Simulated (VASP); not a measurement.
# Zr (P6_3/mmc) in VASP: core levels with LDA

Aim: the core levels of Zr with LDA.

All numbers are computed with VASP 6.6.1; they aren't measurements. Logs are shortened: lines on timing, memory, paths and dates and some standing lists are left out, and cuts for length are marked.

**1. The structure**

Symmetry: P6_3/mmc, No. 194, hexagonal system. The conventional cell has a = 3.233 Å, b = 3.233 Å, c = 5.149 Å, α = 90.00°, β = 90.00°, γ = 120.00°. Zr (site symmetry -6m2) is surrounded by 12 Zr at 3.18 to 3.23 Å.

**2. Core levels, LDA**

Input file INCAR:

```
ALGO = Normal
EDIFF = 1E-6
ENCUT = 400
ICORELEVEL = 1
ISIF = 2
ISMEAR = 0
LASPH = True
LCHARG = False
LREAL = False
LWAVE = False
NELM = 100
PREC = Accurate
SIGMA = 0.1
```

Input file KPOINTS:

```
k-points
0
Gamma
  6 6 4
```

Input file POSCAR:

```
Zr
1.0
    6.4660000000      0.0000000000      0.0000000000
   -3.2330000000      5.5997202609      0.0000000000
    0.0000000000      0.0000000000     10.2980000000
Zr
16
Direct
    0.0000000000      0.0000000000      0.0000000000
    0.1666666667      0.3333333333      0.2500000000
    0.0000000000      0.0000000000      0.5000000000
    0.1666666667      0.3333333333      0.7500000000
    0.0000000000      0.5000000000      0.0000000000
    0.1666666667      0.8333333333      0.2500000000
    0.0000000000      0.5000000000      0.5000000000
    0.1666666667      0.8333333333      0.7500000000
    0.5000000000      0.0000000000      0.0000000000
    0.6666666667      0.3333333333      0.2500000000
    0.5000000000      0.0000000000      0.5000000000
    0.6666666667      0.3333333333      0.7500000000
    0.5000000000      0.5000000000      0.0000000000
    0.6666666667      0.8333333333      0.2500000000
    0.5000000000      0.5000000000      0.5000000000
    0.6666666667      0.8333333333      0.7500000000
```

Potentials or basis: VASP PAW LDA potentials, release 64 (Zr_sv).

Command:

```bash
> cat potpaw_LDA.64/Zr_sv/POTCAR > POTCAR
> mpirun -np 1 vasp_std > vasp.out
```

OUTCAR:

```text
EDIFF = 1E-6
   ENCUT = 400
   ISIF = 2
   ISMEAR = 0
   LASPH = True
   LREAL = False
   NELM = 100
   PREC = Accurate

 ion  position               nearest neighbor table
   1  0.000  0.000  0.000-  14 3.18  16 3.18   2 3.18   4 3.18   6 3.18   8 3.18   9 3.23   9 3.23
                            13 3.23   5 3.23   5 3.23  13 3.23
   2  0.167  0.333  0.250-  13 3.18  15 3.18   1 3.18   3 3.18   5 3.18   7 3.18  10 3.23  10 3.23
                             6 3.23   6 3.23  14 3.23  14 3.23
   3  0.000  0.000  0.500-  14 3.18  16 3.18   2 3.18   4 3.18   6 3.18   8 3.18  11 3.23  11 3.23
                             7 3.23   7 3.23  15 3.23  15 3.23
   4  0.167  0.333  0.750-  13 3.18  15 3.18   1 3.18   3 3.18   5 3.18   7 3.18  12 3.23  12 3.23
                            16 3.23   8 3.23   8 3.23  16 3.23
   5  0.000  0.500  0.000-  10 3.18  12 3.18   6 3.18   8 3.18   2 3.18   4 3.18  13 3.23  13 3.23
                             1 3.23   1 3.23   9 3.23   9 3.23
   6  0.167  0.833  0.250-   9 3.18  11 3.18   5 3.18   7 3.18   1 3.18   3 3.18  14 3.23  14 3.23
                            10 3.23   2 3.23   2 3.23  10 3.23
   7  0.000  0.500  0.500-  10 3.18  12 3.18   6 3.18   8 3.18   2 3.18   4 3.18  15 3.23  15 3.23
                            11 3.23   3 3.23   3 3.23  11 3.23
   8  0.167  0.833  0.750-   9 3.18  11 3.18   5 3.18   7 3.18   1 3.18   3 3.18  16 3.23  16 3.23
                             4 3.23   4 3.23  12 3.23  12 3.23
   9  0.500  0.000  0.000-   6 3.18   8 3.18  10 3.18  12 3.18  14 3.18  16 3.18   1 3.23   1 3.23
[... 22 lines left out ...]
 A1 = (   6.4660000000,   0.0000000000,   0.0000000000)
 A2 = (  -3.2330000000,   5.5997202609,   0.0000000000)
 A3 = (   0.0000000000,   0.0000000000,  10.2980000000)

Analysis of symmetry for initial positions (statically):
=====================================================================
 Subroutine PRICEL returns following result:

  LATTYP: Found a hexagonal cell.
 ALAT       =     3.2330000000
 C/A-ratio  =     1.5926384163

  Lattice vectors:

 A1 = (   3.2330000000,   0.0000000000,   0.0000000000)
 A2 = (  -1.6165000000,   2.7998601304,   0.0000000000)
 A3 = (   0.0000000000,   0.0000000000,   5.1490000000)

   8 primitive cells build up your supercell.

 Routine SETGRP: Setting up the symmetry group for a
 hexagonal supercell.

 Subroutine GETGRP returns: Found 24 space group operations
 (whereof 12 operations were pure point group operations)
 out of a pool of 24 trial point group operations.

The static configuration has the point symmetry D_3h.
 The point group associated with its full space group is D_6h.

Analysis of symmetry for dynamics (positions and initial velocities):
=====================================================================
 Subroutine PRICEL returns following result:

  LATTYP: Found a hexagonal cell.
 ALAT       =     3.2330000000
 C/A-ratio  =     1.5926384163

  Lattice vectors:

 A1 = (   3.2330000000,   0.0000000000,   0.0000000000)
 A2 = (  -1.6165000000,   2.7998601304,   0.0000000000)
 A3 = (   0.0000000000,   0.0000000000,   5.1490000000)

   8 primitive cells build up your supercell.

 Routine SETGRP: Setting up the symmetry group for a
 hexagonal supercell.

 Subroutine GETGRP returns: Found 24 space group operations
 (whereof 12 operations were pure point group operations)
 out of a pool of 24 trial point group operations.

The dynamic configuration has the point symmetry D_3h.
 The point group associated with its full space group is D_6h.

 Subroutine INISYM returns: Found 24 space group operations
 (whereof 12 operations are pure point group operations),
 and found     8 'primitive' translations

----------------------------------------------------------------------------------------

                                     Primitive cell

  volume of cell :      46.6085

  direct lattice vectors                    reciprocal lattice vectors
     3.233000000  0.000000000  0.000000000     0.309310238  0.178580349  0.000000000
    -1.616500000  2.799860130  0.000000000     0.000000000  0.357160699  0.000000000
[... 65 lines left out ...]
   total plane-waves  NPLWV = 123480
   dimension x,y,z NGX =    42 NGY =   42 NGZ =   70
   dimension x,y,z NGXF=    84 NGYF=   84 NGZF=  140
   ions per type =              16
   NGX,Y,Z   is equivalent  to a cutoff of  10.80, 10.80, 11.30 a.u.
   NGXF,Y,Z  is equivalent  to a cutoff of  21.60, 21.60, 22.60 a.u.
 SYSTEM =  unknown system
   PREC   = accura    normal or accurate (medium, high low for compatibility)
   ISTART =      0    job   : 0-new  1-cont  2-samecut
   ICHARG =      2    charge: 1-file 2-atom 10-const
   ISPIN  =      1    spin polarized calculation?
   LNONCOLLINEAR =      F non collinear calculations
   LSORBIT =      F    spin-orbit coupling
   LASPH  =      T    aspherical Exc in radial PAW
   ENCUT  =  400.0 eV  29.40 Ry    5.42 a.u.  10.54 10.54 16.79*2*pi/ulx,y,z
   NELM   =    100;   NELMIN=  2; NELMDL= -5     # of ELM steps
   EDIFF  = 0.1E-05   stopping-criterion for ELM
   LREAL  =      F    real-space projection
   EDIFFG = 0.1E-04   stopping-criterion for IOM
   NSW    =      0    number of steps for IOM
   IBRION =     -1    ionic relax: 0-MD 1-quasi-New 2-CG
   NFREE  =      0    steps in history (QN), initial steepest desc. (CG)
   ISIF   =      2    stress and relaxation
   ISYM   =      2    0-nonsym 1-usesym 2-fastsym
   POTIM  = 0.5000    time-step for ionic-motion
   TEBEG  =    0.0;   TEEND  =   0.0 temperature during run
   PSTRESS=    0.0 pullay stress
   NELECT =     192.0000    total number of electrons
   NUPDOWN=      -1.0000    fix difference up-down
   EMIN   =  10.00;   EMAX   =-10.00  energy-range for DOS
   EFERMI =   0.00;   METHOD = LEGACY
   ISMEAR =     0;   SIGMA  =   0.10  broadening in eV -4-tet -1-fermi 0-gaus
   EFERMI_NEDOS =   21; number of points for ismear=-14 and -15
   IALGO  =     38    algorithm
   IMIX   =      4    mixing-type and parameters
     AMIX     =   0.40;   BMIX     =  1.00
     AMIX_MAG =   1.60;   BMIX_MAG =  1.00
  volume/ion in A,a.u.               =      23.30       157.26
  Fermi-wavevector in a.u.,A,eV,Ry     =   1.312170  2.479643 23.426394  1.721791
  Thomas-Fermi vector in A             =   2.442581
   LORBIT       =      0    0 simple, 1 ext, 2 COOP (PROOUT), +10 PAW based schemes
   GGA     = CA    functional components
   LHFCALC =     F    Hartree Fock is set to
   AEXX    =    0.0000 exact exchange contribution
   IVDW    =     0    specifies the selected vdW correction
   LEPSILON=     F    determine dielectric tensor
   LRPA    =     F    only Hartree local field effects (RPA)
 non-spin polarized calculation
 Gauss-broadening in eV      SIGMA  =   0.10
  energy-cutoff  :      400.00
  volume of cell :      372.87
 maximum number of plane-waves:      6814
   NGX = 21   NGY = 21   NGZ = 33

 number of electron     191.9999999 magnetization

 Free energy of the ion-electron system (eV)
  ---------------------------------------------------
  ext. energy  EPLUGINS =         0.00000000
  ---------------------------------------------------
  free energy    TOTEN  =      -148.20587689 eV

  energy without entropy =     -148.11305660  energy(sigma->0) =     -148.15946674

 the core state eigenenergies are
   1-  1s -17713.1590  2s  -2444.6708  2p  -2182.3376  3s   -387.7860  3p   -301.9806
       3d   -160.1919
   2-  1s -17713.1590  2s  -2444.6708  2p  -2182.3376  3s   -387.7860  3p   -301.9806
       3d   -160.1919
   3-  1s -17713.1590  2s  -2444.6708  2p  -2182.3376  3s   -387.7860  3p   -301.9806
       3d   -160.1919
   4-  1s -17713.1590  2s  -2444.6708  2p  -2182.3376  3s   -387.7860  3p   -301.9806
       3d   -160.1919
   5-  1s -17713.1590  2s  -2444.6708  2p  -2182.3376  3s   -387.7860  3p   -301.9806
       3d   -160.1919
   6-  1s -17713.1590  2s  -2444.6708  2p  -2182.3376  3s   -387.7860  3p   -301.9806
       3d   -160.1919
   7-  1s -17713.1590  2s  -2444.6708  2p  -2182.3376  3s   -387.7860  3p   -301.9806
       3d   -160.1919
   8-  1s -17713.1590  2s  -2444.6708  2p  -2182.3376  3s   -387.7860  3p   -301.9806
       3d   -160.1919
   9-  1s -17713.1590  2s  -2444.6708  2p  -2182.3376  3s   -387.7860  3p   -301.9806
       3d   -160.1919
  10-  1s -17713.1590  2s  -2444.6708  2p  -2182.3376  3s   -387.7860  3p   -301.9806
       3d   -160.1919
  11-  1s -17713.1590  2s  -2444.6708  2p  -2182.3376  3s   -387.7860  3p   -301.9806
       3d   -160.1919
  12-  1s -17713.1590  2s  -2444.6708  2p  -2182.3376  3s   -387.7860  3p   -301.9806
       3d   -160.1919
  13-  1s -17713.1590  2s  -2444.6708  2p  -2182.3376  3s   -387.7860  3p   -301.9806
       3d   -160.1919
  14-  1s -17713.1590  2s  -2444.6708  2p  -2182.3376  3s   -387.7860  3p   -301.9806
       3d   -160.1919
  15-  1s -17713.1590  2s  -2444.6708  2p  -2182.3376  3s   -387.7860  3p   -301.9806
       3d   -160.1919
  16-  1s -17713.1590  2s  -2444.6708  2p  -2182.3376  3s   -387.7860  3p   -301.9806
       3d   -160.1919

 E-fermi :   8.7825     XC(G=0): -11.2906

 val. band max:        8.7787677929   @ k =   0.3333   0.3333   0.0000
 cond. band min:       8.8036630318   @ k =   0.3333   0.3333   0.2500
 fundamental gap:      0.0248952389
 Fermi energy:         8.7824784308

 k-point     1 :       0.0000    0.0000    0.0000
  band No.  band energies     occupation
      1     -39.7805      2.00000
      2     -39.7021      2.00000
      3     -39.7021      2.00000
      4     -39.6415      2.00000
      5     -39.6415      2.00000
      6     -39.6415      2.00000
[... 2320 lines left out ...]
    107       9.5863      0.00000
    108       9.5863      0.00000
 [bands above 108 left out]

------------------------ aborting loop because EDIFF is reached ----------------------------------------

  FORCE on cell =-STRESS in cart. coord.  units (eV):
  Direction    XX          YY          ZZ          XY          YZ          ZX
  --------------------------------------------------------------------------------------
  -------------------------------------------------------------------------------------
  Total      -14.7864312    -14.7864312    -14.3569315      0.0000000      0.0000000      0.0000000
  in kB      -63.5358770    -63.5358770    -61.6903580      0.0000000      0.0000000      0.0000000
  external PRESSURE =     -62.9207040 kB  Pullay stress =       0.0000000 kB

 VOLUME and BASIS-vectors are now :
 -----------------------------------------------------------------------------
  energy-cutoff  :      400.00
  volume of cell :      372.87
      direct lattice vectors                 reciprocal lattice vectors
     6.466000000  0.000000000  0.000000000     0.154655119  0.089290175  0.000000000
    -3.233000000  5.599720261  0.000000000     0.000000000  0.178580349  0.000000000
     0.000000000  0.000000000 10.298000000     0.000000000  0.000000000  0.097106234

 POSITION                                       TOTAL-FORCE (eV/Angst)
 -----------------------------------------------------------------------------------
      0.00000      0.00000      0.00000        -0.000000     -0.000000     -0.000000
      0.00000      1.86657      2.57450        -0.000000      0.000000      0.000000
      0.00000      0.00000      5.14900         0.000000     -0.000000     -0.000000
      0.00000      1.86657      7.72350         0.000000      0.000000     -0.000000
     -1.61650      2.79986      0.00000        -0.000000     -0.000000      0.000000
     -1.61650      4.66643      2.57450        -0.000000      0.000000     -0.000000
[... 8 lines left out ...]
      1.61650      2.79986      5.14900        -0.000000     -0.000000      0.000000
      1.61650      4.66643      7.72350         0.000000      0.000000      0.000000
 -----------------------------------------------------------------------------------
    total drift:                               -0.000005      0.000003     -0.000000

  FREE ENERGIE OF THE ION-ELECTRON SYSTEM (eV)
  ---------------------------------------------------
  free  energy   TOTEN  =      -148.2058768866 eV

  energy  without entropy=     -148.1130565997  energy(sigma->0) =     -148.15946674
```

Wall time 7.7 min (1 thread of Intel Xeon 6975P-C (Granite Rapids), shared host); peak memory 0.51 GiB.

What came out:

```yaml
Free_energy: -148.2059 eV
Pressure: -6.3 GPa
Band_gap_on_the_k_mesh: none (metal or under the smearing width)
```

Core levels (eV, on the scale of the bands):
```tsv
atom	levels
1 Zr	1s -17713.2, 2s -2444.7, 2p -2182.3, 3s -387.8, 3p -302.0, 3d -160.2
2 Zr	1s -17713.2, 2s -2444.7, 2p -2182.3, 3s -387.8, 3p -302.0, 3d -160.2
3 Zr	1s -17713.2, 2s -2444.7, 2p -2182.3, 3s -387.8, 3p -302.0, 3d -160.2
4 Zr	1s -17713.2, 2s -2444.7, 2p -2182.3, 3s -387.8, 3p -302.0, 3d -160.2
5 Zr	1s -17713.2, 2s -2444.7, 2p -2182.3, 3s -387.8, 3p -302.0, 3d -160.2
6 Zr	1s -17713.2, 2s -2444.7, 2p -2182.3, 3s -387.8, 3p -302.0, 3d -160.2
```
